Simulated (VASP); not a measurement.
# CaSe in VASP: convergence with empty bands

Input of the first run (empty bands 1); the others differ in this setting and in those tied to it:

File INCAR:

```
ALGO = Normal
EDIFF = 1E-6
ENCUT = 520
GGA = PE
ISIF = 2
ISMEAR = 0
LASPH = True
LCHARG = False
LREAL = False
LWAVE = False
NBANDS = 9
NELM = 80
PREC = Accurate
SIGMA = 0.02
```

KPOINTS

```
k-points
0
Gamma
  6 6 6
```

Contents of POSCAR:

```
CaSe
1.0
    0.0000000000      2.9560000000      2.9560000000
    2.9560000000      0.0000000000      2.9560000000
    2.9560000000      2.9560000000      0.0000000000
Se Ca
1 1
Direct
    0.5033880000      0.4986790000      0.4995650000
    0.0023940000      0.0069460000     -0.0027450000
```

Potentials or basis: VASP PAW PBE potentials, release 64 (Se, Ca_sv).

Launch:

```sh
$ cat potpaw_PBE.64/Se/POTCAR potpaw_PBE.64/Ca_sv/POTCAR > POTCAR
$ mpirun -np 1 vasp_std > vasp.out
```

The cell isn't the ideal one: atoms moved at random, drawn with an rms of 0.02 Å.

Hardware: 1 thread of Intel(R) Xeon(R) 6975P-C (Granite Rapids) (shared host).

```
empty bands  energy less the tightest run, at zero smearing (meV/atom)  SCF cycles  CPU time (s)  peak memory (GiB)
          1                                                       0.00          13            17               0.22
          2                                                       0.00          13            24               0.22
          3                                                       0.00          13            22               0.22
          4                                                       0.00          13            22               0.23
          6                                                       0.00          12            25               0.23
         10                                                       0.00          12            29               0.24
         16                                                       0.00          12            38               0.26
```

Against the tightest run, the energy stays within 1 meV/atom from 1 on. The tightest run that finished is the yardstick and may itself not be fully converged.
